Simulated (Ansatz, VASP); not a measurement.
# HgTe, level by level in two programs

```
Hg Te
1.0
     0.00000    3.15866    3.15866
     3.15866    0.00000    3.15866
     3.15866    3.15866    0.00000
Hg Te
1 1
Cartesian
  0.0000 0.0000 0.0000
  3.1587 3.1587 3.1587
```

Measurements of this composition are mostly on another form, of space group No. 216.

Single points on this cell with VASP 6.6.1 and Ansatz 0.2.0. Each row is one pair of runs. Alike in all rows: spin: off; k mesh: 7 × 7 × 7; smearing: fermi-dirac, width 0.05 eV; Ansatz's potentials, cutoff: Ansatz PAW, 420 eV.

| level | VASP's potentials, cutoff | gap on the k mesh at the Fermi level (eV), VASP | gap on the k mesh at the Fermi level (eV), Ansatz | pressure (GPa), VASP | pressure (GPa), Ansatz |
| --- | --- | --- | --- | --- | --- |
| LDA | VASP PAW LDA potentials, release 64 (Hg, Te), 520 eV | none | none | -7.3 | -7.5 |
| PBE | VASP PAW PBE potentials, release 64 (Hg, Te), 520 eV | none | none | -3.1 | -3.2 |
| PBEsol | VASP PAW PBE potentials, release 64 (Hg, Te), 520 eV | none | none | -6.0 | -6.1 |

Pressure (GPa): the two programs differ by at most 0.16.

A gap of «none» marks a metal or a gap that the smearing closes.

Caveats: the PAW data sets were made with another functional, which shifts forces and pressure a little (VASP); the PAW data sets come from PBE, with cores solved anew for the run's functional, which leaves a small shift of forces and pressure (Ansatz).
